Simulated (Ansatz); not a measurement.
The following input was run with Ansatz 0.2.0.

```yaml
crystal:
  lattice:
    - [0.0, 2.3020948447, 2.3020948447]
    - [2.3020948447, 0.0, 2.3020948447]
    - [2.3020948447, 2.3020948447, 0.0]
  atoms:
    - { symbol: Sc, position: [0.0, 0.0, 0.0] }
basis:
  ecutwfc: 420
kpoints:
  mp_grid: { grid: [16, 16, 16] }
hamiltonian:
  xc: pbesol
scf:
  occupations: { method: gaussian, width: 0.1 }
output:
  forces: true
  stress: true
  eigenvalues: true
```

Command:
```bash
ansatz run input.yaml --threads 1 --pin off --max-ram 1331MiB --backend cpu --events-out ev --progress --plain --runs-dir out
```

The calculation used DFT PBEsol, scalar-relativistic, plane waves, PAW (Ansatz).

Part of what the program printed, abridged (iterations and final results):

```
SCF iter   1: F=—  HF=-2111.323592 eV  |F-HF|=—  |Δ(HF+E_count)|=         —  Δρ=3.35e-3  dr2=2.10e-3  ethr=1.77e-3  ⟨swp⟩=4.2  Hψ=7404  notcnv=0
SCF iter   2: F=—  HF=-2111.322527 eV  |F-HF|=—  |Δ(HF+E_count)|=   1.07e-3  Δρ=1.31e-3  dr2=3.00e-4  ethr=1.91e-5  ⟨swp⟩=2.0  Hψ=3233  notcnv=0
SCF iter   3: F=—  HF=-2111.322469 eV  |F-HF|=—  |Δ(HF+E_count)|=   5.78e-5  Δρ=2.28e-4  dr2=6.66e-6  ethr=2.73e-6  ⟨swp⟩=2.4  Hψ=2168  notcnv=0
SCF iter   4: F=—  HF=-2111.322473 eV  |F-HF|=—  |Δ(HF+E_count)|=   4.07e-6  Δρ=6.07e-5  dr2=6.47e-7  ethr=6.05e-8  ⟨swp⟩=2.1  Hψ=2089  notcnv=0
SCF iter   5: F=-2111.322473 eV  HF=-2111.322473 eV  |F-HF|=8.54e-10  |Δ(HF+E_count)|=   1.00e-7  Δρ=6.58e-6  dr2=4.38e-9  ethr=5.88e-9  ⟨swp⟩=2.6  Hψ=2228  notcnv=0
SCF iter   6: F=-2111.322473 eV  HF=-2111.322473 eV  |F-HF|=2.09e-11  |Δ(HF+E_count)|=  6.19e-10  Δρ=4.43e-7  dr2=2.96e-11  ethr=3.98e-11  ⟨swp⟩=2.1  Hψ=4103  notcnv=0
SCF 1 converged in 6 iterations: F = -2111.322473 eV  dr2 = 2.96e-11
SCF converged after 6 iterations
Free energy (F): -2111.322473 eV
Harris-Foulkes:  -2111.322473 eV  (|F-HF|=2.09e-11)
Internal energy: -2111.312457 eV  (E = F + TS)
E sigma→0 (E₀):  -2111.317465 eV
Entropy (-TS):   -0.010016 eV (-10.016 meV/atom)
Fermi energy:    9.325866 eV
--- Per-component energies (eV) ---
  E_band       = -166.904781
  E_kinetic    = 260.197106
  E_local      = -839.658175  (includes V_loc(G=0)·N_el)
  E_nonlocal   = 84.529759
  E_hartree    = 286.017259
  E_xc         = -102.918299
  E_vxc        = -127.986984  (∫ρ·V_xc dr)
  E_paw        = -932.087654  (= ΣΔE_a)
  E_vpaw       = -116.021189  (= ΣTr[D̂ρ^β])
  E_aug_tail   = 0.000010  (compensation charges beyond the density's cutoff)
  E_ewald      = -867.521490
  E_core_change = 0.129025  (= ΣΔE_core)
  E_smearing   = -0.010016  (= −TS)
--- Forces (eV/Å), atoms counted from 1 ---
  atom   1  Sc     0.00000000     0.00000000     0.00000000
--- Stress (GPa, compression-positive) ---
       -1.747813       0.000000       0.000000
        0.000000      -1.747813       0.000000
        0.000000       0.000000      -1.747813
  P = ⅓ Tr σ = -1.7478 GPa (-17.478 kbar)
--- Band table (eV; the first three rows and the last of 145) ---
  k-point 0: bands = ["-39.8682", "-18.3638", "-18.3638", "-18.3638", "4.1151", "10.9208", "10.9208", "10.9208", "12.3223", "12.3223"]
  k-point 1: bands = ["-39.8658", "-18.3801", "-18.3658", "-18.3658", "4.2151", "10.8451", "10.9585", "10.9585", "12.2953", "12.2953"]
  k-point 2: bands = ["-39.8590", "-18.4264", "-18.3718", "-18.3718", "4.5083", "10.6402", "11.0521", "11.0521", "12.2398", "12.2398"]
  k-point 144: bands = ["-39.7843", "-18.6332", "-18.6332", "-18.5168", "8.6564", "9.5351", "9.5351", "11.8339", "13.4792", "16.2271"]
```

The calculation finished and met its thresholds.